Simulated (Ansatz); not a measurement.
Crystal: TiAl3.

```
CELL_PARAMETERS angstrom
-1.91111 1.91111 4.28067
1.91111 -1.91111 4.28067
1.91111 1.91111 -4.28067
ATOMIC_POSITIONS crystal
Ti 0.00000 0.00000 0.00000
Al 0.25000 0.75000 0.50000
Al 0.75000 0.25000 0.50000
Al 0.50000 0.50000 0.00000
```

The cell comes from a database or a generator and needn't be the stable form of this composition.

| Property | Result |
| --- | --- |
| Program | Ansatz 0.2.0 |
| Task | single point |
| Functional | PBEsol |
| Potentials or basis | all-electron LAPW, scalar-relativistic |
| Cutoff | 213 eV (chosen from the basis error) |
| Basis error allowed | 0.001 eV/atom |
| k mesh | 10 × 10 × 10 |
| Occupations | fermi-dirac, width 0.05 eV |
| Spin | no spin polarisation |

On this cell: pressure -0.5 GPa; largest force under 0.003 eV/Å; band gap on the k mesh none (metal or under the smearing width).

The same run follows on a disturbed copy (atoms moved at random, drawn with an rms of 0.05 Å):

```
Ti Al
1.0
    -1.91111    1.91111    4.28067
     1.91111   -1.91111    4.28067
     1.91111    1.91111   -4.28067
Ti Al
1 3
Direct
  0.99038 0.00038 0.99521
  0.25664 0.75347 0.51882
  0.74604 0.24268 0.49693
  0.50286 0.48753 0.00014
```

What changes?

The energy (extrapolated to zero smearing) moves by +8.2 meV/atom; pressure -0.3 GPa; largest force 0.616 eV/Å; band gap on the k mesh none (metal or under the smearing width).

Forces on the atoms (eV/Å):
```
Ti  -0.250  0.549 -0.121
Al  -0.285 -0.319  0.048
Al   0.205  0.155  0.049
Al   0.330 -0.385  0.025
```

Stress tensor (GPa, compression positive):
```
-0.24 -0.03  0.20
-0.03 -0.26 -0.22
 0.20 -0.22 -0.46
```
